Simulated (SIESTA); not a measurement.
The system is Rh.

```
CELL_PARAMETERS angstrom
0.00000 1.89785 1.89785
1.89785 0.00000 1.89785
1.89785 1.89785 0.00000
ATOMIC_POSITIONS crystal
Rh 0.00000 0.00000 0.00000
```

Base run:

* Program: SIESTA 5.4.2
* Functional: PBEsol
* Potentials or basis: PseudoDojo 0.4 standard (PBEsol files)
* Basis: DZP (energy shift 0.002 Ry)
* Grid cutoff: 800 Ry
* Energy shift: 0.002 Ry
* k mesh: 12 × 12 × 12
* Occupations: fermi-dirac, width 0.05 eV
* Spin: no spin polarisation

Its results: band gap on the k mesh none (metal or under the smearing width); pressure -0.8 GPa.

Q: The run is repeated on the same cell with these changes: functional from PBEsol to BLYP; potentials or basis from PseudoDojo 0.4 standard (PBEsol files) to PseudoDojo 0.4 standard (PBE files). What comes out?

A: Band gap on the k mesh none (metal or under the smearing width); pressure 24.1 GPa.

Caveats: semicore shells carry a single zeta, which can move pressures by several GPa and volumes by a few percent; the basis of atomic orbitals isn't converged, which shifts pressures, moduli and gaps; so large a pressure means that the cell lies far from this level's equilibrium, or that cutoff or potentials fall short (some runs); the potentials were made for another functional, which shifts forces and pressure (some runs).
